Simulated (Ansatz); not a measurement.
Method: DFT PBE, scalar-relativistic, plane waves, PAW in Ansatz 0.2.0. Settings: cutoff 420 eV, Γ-centred meshes spaced at most about 0.3 Å⁻¹, and about 0.25 Å⁻¹ or finer for metals (2π included), Gaussian smearing. No spin polarisation.

Each guess is relaxed in cell and atoms at zero pressure, on a coarse mesh first where it starts far from rest and then on a converged one. The steps can't lower the symmetry of the start, but it can rise. Energies are static (0 K, no zero-point motion).

Two unrelaxed guesses for In2Ga3P5:

A.

```xyz
10
Lattice="-1.9410 1.9410 13.7248 1.9410 -1.9410 13.7248 1.9410 1.9410 -13.7248" Properties=species:S:1:pos:R:3 pbc="T T T"
In    0.0000    0.0000   10.9799
In    0.0000    0.0000   16.4698
Ga    0.0000    0.0000   21.9598
Ga    0.0000    0.0000    0.0000
Ga    0.0000    0.0000    5.4899
P     1.9410    0.0000    9.6074
P     0.0000    1.9410   12.3524
P     0.0000    1.9410    1.3725
P     1.9410    0.0000    4.1175
P     0.0000    1.9410    6.8624
```

B.

```xyz
10
Lattice="-1.9410 1.9410 13.7248 1.9410 -1.9410 13.7248 1.9410 1.9410 -13.7248" Properties=species:S:1:pos:R:3 pbc="T T T"
In    0.0000    0.0000   19.2148
In    0.0000    0.0000    8.2349
Ga    0.0000    0.0000   24.7047
Ga    0.0000    0.0000   13.7248
Ga    0.0000    0.0000    2.7450
P     0.0000    0.0000    0.0000
P     0.0000    0.0000   16.4698
P     0.0000    0.0000    5.4899
P     0.0000    0.0000   21.9598
P     0.0000    0.0000   10.9799
```

Question: Where do they end, and which end is lower?

Answer: A ends lower, by 0.35 eV/atom. A: I-4m2 at 20.7 Å³/atom → I-4m2 at 23.0 Å³/atom; B: I4/mmm at 20.7 Å³/atom → I4/mmm at 19.0 Å³/atom. Counting P atoms around Ga and In (those within 1.25 times the shortest such distance or 1.15 times the sum of covalent radii, 1.27 where that leaves under three; a plus sign parts nearer from farther groups; a slash parts the counts of unlike sites), the end of A has In 4, Ga 4 and the end of B has In 6, Ga 2+4/6. End of A. Conventional cell: a = 4.009 Å, c = 28.612 Å. In is surrounded by 4 P at 2.55 Å; Ga on a site of symmetry 2mm is surrounded by 4 P at 2.41 Å; around P on a site of symmetry 2mm lie 2 Ga at 2.41 Å and 2 In at 2.55 Å; 3 more sites not described. End of B. Conventional cell: a = 3.782 Å, c = 26.511 Å. In has 6 P at 2.68–2.86 Å; Ga on a site of symmetry 4mm has 6 P at 2.55–2.68 Å; P on a site of symmetry 4/mmm has 6 Ga at 2.55–2.67 Å; 3 more sites not described.

Cells without such a test can be saddle points. Shaken at random and relaxed again, the end of A came back.
